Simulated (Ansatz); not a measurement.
Wanted: the native input for an Ansatz 0.2.0 run.

| Property | Result |
| --- | --- |
| Task | single point |
| Functional | PBE |
| Potentials or basis | Ansatz PAW |
| Cutoff | 350 eV |
| Density cutoff | 1400 eV |
| k mesh | 12 × 12 × 4 |
| Occupations | fermi-dirac, width 0.05 eV |
| Spin | no spin polarisation |

Crystal: C.

```
C
1.0
     2.52210    0.00000    0.00000
    -1.26105    2.18420    0.00000
     0.00000    0.00000    8.23710
C
8
Direct
  0.66667 0.33333 0.84375
  0.33333 0.66667 0.34375
  0.66667 0.33333 0.65625
  0.33333 0.66667 0.15625
  0.00000 0.00000 0.90625
  0.00000 0.00000 0.40625
  0.00000 0.00000 0.59375
  0.00000 0.00000 0.09375
```

This is a hexagonal form of diamond, not graphite.

The input as run:

input.yaml

```yaml
crystal:
  lattice:
    - [2.5221, 0.0, 0.0]
    - [-1.26105, 2.1842026709, 0.0]
    - [0.0, 0.0, 8.2371]
  atoms:
    - { symbol: C, position: [0.6666666667, 0.3333333333, 0.84375] }
    - { symbol: C, position: [0.3333333333, 0.6666666667, 0.34375] }
    - { symbol: C, position: [0.6666666667, 0.3333333333, 0.65625] }
    - { symbol: C, position: [0.3333333333, 0.6666666667, 0.15625] }
    - { symbol: C, position: [0.0, 0.0, 0.90625] }
    - { symbol: C, position: [0.0, 0.0, 0.40625] }
    - { symbol: C, position: [0.0, 0.0, 0.59375] }
    - { symbol: C, position: [0.0, 0.0, 0.09375] }
hamiltonian:
  xc: pbe
  pseudopotentials: { kind: paw }
kpoints:
  mp_grid: { grid: [12, 12, 4] }
scf:
  occupations: { method: fermi_dirac, width: 0.05 }
basis:
  ecutwfc: "350 eV"
output:
  forces: true
  stress: true
  eigenvalues: true
  write_density: true
  write_potential: true
  elf: true
  volumetric_format: npy
```

Potentials or basis: Ansatz PAW.

Launch:

```console
$ ansatz run input.yaml --threads 2 --pin off --max-ram 5120MiB --backend cpu --events-out ev --progress --plain --runs-dir out
```

Results of the run:

```yaml
Pressure: 1.3 GPa
Largest_force: 0.322 eV/Å
Band_gap_on_the_k_mesh: 4.42 eV, indirect (least direct gap 5.20 eV)
```

Caveat: the pressure holds a Pulay correction of +5.1 GPa for the finite cutoff; the cutoff lies under the one recommended for these potentials.

Run time: 2.5 s on 2 threads of Intel(R) Xeon(R) Platinum 8259CL CPU @ 2.50GHz (Skylake/Cascade Lake) (shared host), peak memory 0.38 GiB.
